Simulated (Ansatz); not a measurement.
Start of a relaxation, upper atoms moved at random (sigma 0.25 A) (WS2, R3m (No. 160), (1 0 1) face):

```
CELL_PARAMETERS angstrom
3.14761 0.00000 0.00000
-3.14761 12.86988 0.00000
0.00000 0.00000 21.51797
ATOMIC_POSITIONS crystal
S 0.14145 0.14145 0.34855
S 0.14145 0.64145 0.34855
S 0.90043 0.40043 0.36911
S 0.90043 0.90043 0.36911
W 0.53089 0.03089 0.40063
W 0.53089 0.53089 0.40063
S 0.67415 0.17376 0.47358
S 0.66557 0.67577 0.47889
S 0.42419 0.43573 0.49925
S 0.43061 0.93675 0.49812
W 0.08292 0.06961 0.53173
W 0.07408 0.57049 0.53188
S 0.31326 0.21148 0.61639
S 0.16036 0.73040 0.59686
S 0.84768 0.46078 0.62775
S 0.87151 0.94722 0.63614
W 0.57611 0.07953 0.65099
W 0.55584 0.59355 0.63098
```

Theory: DFT PBEsol, scalar-relativistic, plane waves, PAW (Ansatz). Settings: cutoff 420 eV, Γ-centred mesh 9×2×1 on the computed 18-atom cell, Gaussian smearing of 0.05 eV; no spin polarisation. A dipole correction removes the field between periodic images along c.

Atoms 1, 2, 3, 4, 5, 6 (counted from 1) are held. The cell is fixed. Force threshold 0.02 eV/Å.

| step | E − E_final (eV) | largest force (eV/Å) |
| --- | --- | --- |
| 1 | 1.629 | 2.739 |
| 2 | 0.345 | 1.108 |
| 3 | 0.055 | 0.432 |
| 4 | 0.001 | 0.066 |
| 5 | 0.000 | 0.012 |

Question: What is the final structure?

Answer:
```xyz
18
Lattice="3.1476 0.0000 0.0000 -3.1476 12.8699 0.0000 0.0000 0.0000 21.5180" Properties=species:S:1:pos:R:3 pbc="T T T"
S     0.0000    1.8205    7.5000
S    -1.5738    8.2554    7.5000
S     1.5738    5.1534    7.9424
S     0.0000   11.5884    7.9424
W     1.5738    0.3976    8.6208
W     0.0000    6.8326    8.6208
S     1.5748    2.2115   10.2058
S    -0.0002    8.6489   10.2026
S     0.0007    5.6207   10.6993
S    -1.5729   12.0516   10.6966
W     0.0018    0.8539   11.4250
W    -1.5738    7.2943   11.4250
S     0.0011    2.8153   12.9761
S    -1.5750    9.2586   12.9701
S     1.5728    5.9360   13.5436
S     0.0014   12.3611   13.5404
W     1.5749    1.2330   13.7383
W    -0.0007    7.6783   13.7375
```

Spin–orbit coupling is left out, which can shift energies with elements as heavy as these.

The reference crystal is a form of WS2, which isn't its usual structure.

Cost: 1 run of about 5 core-minutes, on Intel Xeon 6975P-C (Granite Rapids) (shared hosts).